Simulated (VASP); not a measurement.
Here is a VASP 6.6.1 calculation.

File POSCAR:

```
SiC                                     
1.0
    3.0787381452      0.0000000000      0.0000000000
    0.0000000000      4.3539932400      0.0000000000
    0.0000000000      0.0000000000      3.1360670110
  Si              C             
     2     2
Direct
     1.0000000000000000    0.0000000000000000    1.0000000000000000
     0.5000000000000000    0.5000000000000000    0.5000000000000000
     1.0000000000000000    0.2500000000000000    0.5000000000000000
     0.5000000000000000    0.7500000000000000    0.0000000000000000
```

The input INCAR.step1:

```
  PREC = Accurate
  ENCUT = 520
  EDIFF = 1E-5
  ISMEAR = 0
  SIGMA = 0.02
  LREAL = F
  LASPH = T
  NELM = 80
  ALGO = Normal
  ISIF = 2
  LWAVE = T
  LCHARG = F
  GGA = PE
  KPAR = 4
```

Contents of INCAR.step2:

```
  PREC = Accurate
  ENCUT = 520
  EDIFF = 1E-7
  ISMEAR = 0
  SIGMA = 0.02
  LREAL = F
  LASPH = T
  NELM = 80
  ALGO = Normal
  ISIF = 2
  LWAVE = F
  LCHARG = F
  GGA = PE
  LHFCALC = T
  HFSCREEN = 0.2
  PRECFOCK = Normal
  ISTART = 1
  KPAR = 4
```

KPOINTS

```
regular mesh
0
Gamma
  7 5 7
```

File KPOINTS_OPT:

```
path GXMGZRAZ,XR,MA
8
line-mode
reciprocal
 0.0000000000  0.0000000000  0.0000000000  G
 0.0000000000  0.0000000000 -0.5000000000  X

 0.0000000000  0.0000000000 -0.5000000000  X
-0.5000000000  0.0000000000 -0.5000000000  M

-0.5000000000  0.0000000000 -0.5000000000  M
 0.0000000000  0.0000000000  0.0000000000  G

 0.0000000000  0.0000000000  0.0000000000  G
 0.0000000000 -0.5000000000  0.0000000000  Z

 0.0000000000 -0.5000000000  0.0000000000  Z
 0.0000000000 -0.5000000000 -0.5000000000  R

 0.0000000000 -0.5000000000 -0.5000000000  R
-0.5000000000 -0.5000000000 -0.5000000000  A

-0.5000000000 -0.5000000000 -0.5000000000  A
 0.0000000000 -0.5000000000  0.0000000000  Z

 0.0000000000  0.0000000000 -0.5000000000  X
 0.0000000000 -0.5000000000 -0.5000000000  R

-0.5000000000  0.0000000000 -0.5000000000  M
-0.5000000000 -0.5000000000 -0.5000000000  A
```

Potentials or basis: VASP PAW PBE potentials, release 64 (Si, C).

Launch:

```bash
$ cat potpaw_PBE.64/Si/POTCAR potpaw_PBE.64/C/POTCAR > POTCAR
$ cp INCAR.step1 INCAR
$ mpirun -np 4 vasp_std > vasp.out
$ cp INCAR.step2 INCAR
$ mpirun -np 4 vasp_std > vasp.out
```

(1) What does it give for the band gap on the k mesh?

(2) Estimate the pressure.

## Answers

(1) 2.15 eV.

(2) -5.2 GPa.

Caveat: the PAW data sets were made with another functional, which shifts forces and pressure a little.
